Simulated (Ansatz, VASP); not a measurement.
MgO in VASP and in Ansatz

Contents of INCAR:

```
SYSTEM = MgO
PREC = Accurate
ENCUT = 520
EDIFF = 1E-7
ISMEAR = 0
SIGMA = 0.05
LREAL = .FALSE.
LASPH = .TRUE.
NELM = 100
ALGO = Normal
ISIF = 2
LWAVE = .FALSE.
LCHARG = .TRUE.
GGA = PS
LELF = .TRUE.
LVHAR = .TRUE.
NBANDS = 16
```

Contents of KPOINTS:

```
regular mesh
0
G
  9 9 6
  0 0 0
```

Contents of POSCAR:

```
MgO
1.0
    3.4947663863      0.0000000000      0.0000000000
   -1.7473831932      3.0265564708      0.0000000000
    0.0000000000      0.0000000000      4.1947132299
Mg O
2 2
Direct
    0.6827906017      0.3655812035      0.7500000000
    0.3172093983      0.6344187965      0.2500000000
    0.6547947950      0.3095895900      0.2500000000
    0.3452052050      0.6904104100      0.7500000000
```

Input for Ansatz:

```yaml
crystal:
  lattice:
    - [3.4947663863, 0.0, 0.0]
    - [-1.7473831932, 3.0265564708, 0.0]
    - [0.0, 0.0, 4.1947132299]
  atoms:
    - { symbol: Mg, position: [0.6827906017, 0.3655812035, 0.75] }
    - { symbol: Mg, position: [0.3172093983, 0.6344187965, 0.25] }
    - { symbol: O, position: [0.654794795, 0.30958959, 0.25] }
    - { symbol: O, position: [0.345205205, 0.69041041, 0.75] }
basis:
  ecutwfc: 520.0
kpoints:
  mp_grid: { grid: [9, 9, 6] }
hamiltonian:
  xc: pbesol
  pseudopotentials: { kind: paw, azcp: { folder: soft_1 } }
scf:
  occupations: { method: gaussian, width: 0.05 }
output:
  forces: true
  stress: true
  eigenvalues: true
```

Change from the starting cell: mode 5 frozen in at +0.098 Å, strain +e along z and -e/2 along x and y +0.0000.

Alike in both runs: task single point; functional PBEsol; k mesh 9 × 9 × 6; occupations gaussian, width 0.05 eV; no spin polarisation.

|  | VASP | Ansatz |
| --- | --- | --- |
| version | VASP 6.6.1 | Ansatz 0.2.0 |
| potentials or method | VASP PAW PBE potentials, release 64 (Mg, O) | scalar-relativistic, plane waves, PAW |
| plane-wave cutoff (eV) | 520 | 520 |
| valence electrons in the cell | 16 | 32 |

|  | VASP | Ansatz | Ansatz less VASP |
| --- | --- | --- | --- |
| gap on the k mesh at the Fermi level (eV) | 3.20 | 3.21 | +0.009 |
| least direct gap on the mesh (eV) | 3.20 | 3.21 | +0.009 |
| pressure (GPa) | -0.4 | 0.1 | +0.42 |
| largest component of the traceless stress (GPa) | 1.46 | 1.48 | +0.018 |
| rms of the force components (eV/Å) | 0.306 | 0.302 | -0.0033 |

Atom by atom the forces differ by 0.003 eV/Å (rms over components). The two sets of potentials don't hold the same shells in valence. Ansatz warned: «pseudo_functional_mismatch».

Caveats: the PAW data sets were made with another functional, which shifts forces and pressure a little (VASP).
